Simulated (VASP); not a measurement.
**BaS: band structure with HSE06**

**The experiment to reproduce.**

A printed reference work, monograph, original work of 1988 reports, for a bulk crystal of BaS at 2 K: band gap 3.806 eV (indirect).

BaS:

```
Ba S
1.0
     0.00000    3.19375    3.19375
     3.19375    0.00000    3.19375
     3.19375    3.19375    0.00000
Ba S
1 1
Direct
  0.00000 0.00000 0.00000
  0.50000 0.50000 0.50000
```

- Program: VASP 6.6.1
- Task: band structure
- Functional: HSE06
- Potentials or basis: VASP PAW PBE potentials, release 64 (Ba_sv, S)
- Cutoff: 520 eV
- k mesh: 6 × 6 × 6
- Occupations: gaussian, width 0.02 eV
- Spin: no spin polarisation
- Ladder: free
- Grid for exact exchange (PRECFOCK): Fast
- Screening parameter: 0.2 1/A
- Further INCAR settings: ALGO = Normal; EDIFF = 1e-06

| Quantity | Value |
| --- | --- |
| Pressure | 1.0 GPa |
| Band gap on the k mesh | 3.04 eV, indirect (least direct gap 3.20 eV) |
| Band gap along the path | 3.04 eV, indirect (least direct gap 3.20 eV) |

Levels at the corners of the path, in eV from the valence-band top:
```
point  band 6  band 7  band 8  band 9  band 10  band 11
    Γ    0.00    0.00    0.00    4.60     4.94     4.94
    X   -0.59   -0.16   -0.16    3.04     7.12     7.22
    X   -0.59   -0.16   -0.16    3.04     7.12     7.22
    W   -1.20   -0.53   -0.53    5.35     5.35     7.54
    W   -1.20   -0.53   -0.53    5.35     5.35     7.53
    K   -1.01   -0.65   -0.60    4.29     7.14     7.85
    K   -1.01   -0.65   -0.60    4.29     7.14     7.85
    Γ    0.00    0.00    0.00    4.60     4.94     4.94
    Γ    0.00    0.00    0.00    4.60     4.94     4.94
    L   -2.07   -1.16   -1.16    6.67     6.73     7.58
    L   -2.07   -1.16   -1.16    6.67     6.73     7.58
    U   -1.01   -0.65   -0.60    4.29     7.14     7.85
    U   -1.01   -0.65   -0.60    4.29     7.14     7.85
    W   -1.20   -0.53   -0.53    5.35     5.35     7.54
    W   -1.20   -0.53   -0.53    5.35     5.35     7.54
    L   -2.07   -1.16   -1.16    6.67     6.73     7.58
    L   -2.07   -1.16   -1.16    6.67     6.73     7.58
    K   -1.01   -0.65   -0.60    4.29     7.14     7.85
    U   -1.01   -0.65   -0.60    4.29     7.14     7.85
    X   -0.59   -0.16   -0.16    3.04     7.12     7.22
```

Run time: 12 min on 4 MPI ranks on Intel(R) Xeon(R) 6975P-C (Granite Rapids) (shared host), peak memory 0.39 GiB a rank.

A measured gap of BaS is 3.806 eV (indirect; 2 K; a printed reference work, monograph, original work of 1988); the calculated 3.04 eV misses it by -0.77 eV. Spin-orbit coupling on Ba is left out. The value is that of HSE06, without temperature or zero-point motion.

Caveat: the PAW data sets were made with another functional, which shifts forces and pressure a little; spin-orbit coupling is left out, which moves the levels of the heavy elements.
